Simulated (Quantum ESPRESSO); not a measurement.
Crystal: Sc.

```
CELL_PARAMETERS angstrom
3.30900 0.00000 0.00000
-1.65450 2.86568 0.00000
0.00000 0.00000 5.27330
ATOMIC_POSITIONS crystal
Sc 0.66667 0.33333 0.75000
Sc 0.33333 0.66667 0.25000
```

Program: Quantum ESPRESSO 7.5. Alike in all runs: no spin polarisation; cell as given; smearing fermi-dirac 0.05 eV.

Order these runs on this cell by their pressure, lowest first.
A. level PBE; potentials or basis PseudoDojo 0.4.1 SR PBE standard; k mesh 9 × 9 × 5; cutoff (eV) 1061
B. level PBEsol; potentials or basis PseudoDojo 0.4.1 SR PBEsol standard; k mesh 9 × 9 × 5; cutoff (eV) 1061
C. level LDA; potentials or basis GBRV 1.5 LDA; k mesh 7 × 7 × 4; cutoff (eV) 612; iterations 0; form of the LDA correlation PZ81; k mesh for the Wannier functions 5 × 5 × 3

C (-5.5 GPa), B (-2.8 GPa), A (-0.7 GPa).

Not every run made on this cell is shown here.
